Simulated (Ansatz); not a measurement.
Input and command of a calculation in Ansatz (plane waves; scalar-relativistic PAW potentials unless the input names others):

```yaml
crystal:
  lattice:
    - [2.5039917043, 0.0, 0.0]
    - [-1.2519958522, 2.1685204268, 0.0]
    - [0.0, 0.0, 6.6612]
  atoms:
    - { symbol: B, position: [0.4231898611, 0.6666666667, 0.25] }
    - { symbol: B, position: [0.6667043328, 0.3333333333, 0.75] }
    - { symbol: "N", position: [0.3333376158, 0.6666666667, 0.75] }
    - { symbol: "N", position: [0.5972859127, 0.3333333333, 0.25] }
basis:
  ecutwfc: 420
kpoints:
  mp_grid: { grid: [12, 12, 4] }
hamiltonian:
  xc: lda
scf:
  occupations: { method: gaussian, width: 0.05 }
  convergence: { dr2_threshold: 1.0e-08 }
output:
  forces: true
  eigenvalues: true
  stress: true
```

```bash
ansatz run input.yaml --threads 2 --pin off --max-ram 5120MiB --backend cpu --events-out ev --progress --plain --runs-dir out
```

Abridged log:
```
Warning: output.stress: scf.convergence.dr2_threshold = 1e-8 eV is looser than the 4e-10 eV advised for a printed stress (1e-10 eV for each atom of the cell: 4). ...
Basis set: ecut = 420 eV, 713 PW (Γ)
Bands: 12, of which v1, the nominal top of the filled ones, is band 8 counted from 1 (7 counted from 0)
Symmetry: 2 space group operations
k-points: 222 of 576 (time reversal used)
SCF iter   1: F=—  HF=-1049.196758 eV  |F-HF|=—  |Δ(HF+E_count)|=         —  Δρ=9.88e-3  dr2=2.68e-2  ethr=1.77e-3  ⟨swp⟩=6.5  Hψ=16632  notcnv=0
SCF iter   2: F=—  HF=-1049.187542 eV  |F-HF|=—  |Δ(HF+E_count)|=   9.22e-3  Δρ=4.71e-3  dr2=3.51e-3  ethr=1.67e-4  ⟨swp⟩=2.7  Hψ=6619  notcnv=0
SCF iter   3: F=—  HF=-1049.186133 eV  |F-HF|=—  |Δ(HF+E_count)|=   1.41e-3  Δρ=1.86e-3  dr2=5.36e-4  ethr=2.19e-5  ⟨swp⟩=2.0  Hψ=4420  notcnv=0
SCF iter   4: F=—  HF=-1049.185870 eV  |F-HF|=—  |Δ(HF+E_count)|=   2.62e-4  Δρ=8.02e-4  dr2=1.11e-4  ethr=3.35e-6  ⟨swp⟩=1.0  Hψ=2664  notcnv=0
SCF iter   5: F=—  HF=-1049.185807 eV  |F-HF|=—  |Δ(HF+E_count)|=   6.35e-5  Δρ=1.87e-4  dr2=6.12e-6  ethr=6.94e-7  ⟨swp⟩=2.3  Hψ=4156  notcnv=0
SCF iter   6: F=—  HF=-1049.185803 eV  |F-HF|=—  |Δ(HF+E_count)|=   4.16e-6  Δρ=2.81e-5  dr2=1.00e-7  ethr=3.83e-8  ⟨swp⟩=2.6  Hψ=4320  notcnv=0
SCF iter   7: F=-1049.185802 eV  HF=-1049.185802 eV  |F-HF|=1.25e-9  |Δ(HF+E_count)|=   6.41e-8  Δρ=3.42e-6  dr2=2.02e-9  ethr=6.25e-11  ⟨swp⟩=5.7  Hψ=11760  notcnv=0
SCF 1 converged in 7 iterations: F = -1049.185802 eV  dr2 = 2.02e-9
SCF converged after 7 iterations
Free energy (F): -1049.185802 eV
Harris-Foulkes:  -1049.185802 eV  (|F-HF|=1.25e-9)
Internal energy: -1049.185802 eV  (E = F + TS)
E sigma→0 (E₀):  -1049.185802 eV
Fermi energy:    7.084260 eV
--- Forces (eV/Å), atoms counted from 1 ---
  atom   1  B    -19.02713528    13.61492586     0.00000000
  atom   2  B     -0.00282246    -0.00272923     0.00000000
  atom   3  N     -0.01239958     0.01907162     0.00000000
  atom   4  N     19.04235596   -13.63126640     0.00000000
--- Stress (GPa, compression-positive) ---
       50.538919     -40.651977       0.000000
      -40.651976      32.015512       0.000000
        0.000000       0.000000      -0.663974
  P = ⅓ Tr σ = 27.2968 GPa (272.968 kbar)
```

Apart from outputs and empty bands, the input differs from a reference run on usual settings in scf.convergence.dr2_threshold: not typed → 1e-08. The reference, at the same geometry (not necessarily relaxed), gave pressure 27.30 GPa, largest force 23.418 eV/Å, gap on the mesh 2.00 eV. This run converged in 7 SCF iterations (reference: 7) with an energy at zero smearing within 0.01 meV/atom of the reference's, pressure 27.30 GPa, largest force 23.418 eV/Å, gap on the mesh 2.00 eV.

The run took 9.4 s on 2 threads of Intel(R) Xeon(R) Processor @ 2.50GHz (Skylake/Cascade Lake) (shared host), peak memory 0.41 GiB.